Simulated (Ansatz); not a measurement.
Sn under changes of volume

One of the cells (28.673 Å³/atom); the others are scaled copies at fixed shape and fractional positions:

```
Sn
1.0
    -1.72654    1.77555    2.33834
     1.72654   -1.77555    2.33834
     1.72654    1.77555   -2.33834
Sn
1
Direct
  0.00000 0.00000 0.00000
```

This isn't the form of Sn at room conditions, which is tetragonal (white tin).

```yaml
Program: Ansatz 0.2.0
Functional: PBE0
Potentials_or_basis: Ansatz PAW
Cutoff: "420 eV (not typed: the program's choice for these potentials)"
k_mesh: 6 × 6 × 6
Occupations: fermi-dirac, width 0.05 eV
Spin: no spin polarisation
```

```csv
volume (Å³/atom),energy over the lowest point (meV/atom),pressure (GPa)
26.953,3.08,1.5
27.526,0.00,0.3
28.100,?,?
28.673,6.42,-1.1
29.247,12.02,-2.0
29.820,20.78,-2.9
30.394,32.39,-3.6
```

What does the run at 28.100 Å³/atom give?

Energy over the lowest point 0.93 meV/atom; pressure -0.8 GPa.

Worked out: A Birch-Murnaghan fit of order 3 (a polynomial in V^(-2/3)) to the other rows has its minimum at 27.62 Å³/atom with B0 = V·E''(V) = 45 GPa and B' = 5.3 at fixed shape and positions, which overstates the stiffness. It gives 1.61 meV/atom at 28.100 Å³/atom, against the run's 0.93, and -dE/dV = -0.7 GPa, against -0.8.

Energies are extrapolated to zero smearing.

Caveats: all runs use coarse meshes; the PAW data sets come from PBE, with cores solved anew for the run's functional, which leaves a small shift of forces and pressure; the thresholds are loose for stress.
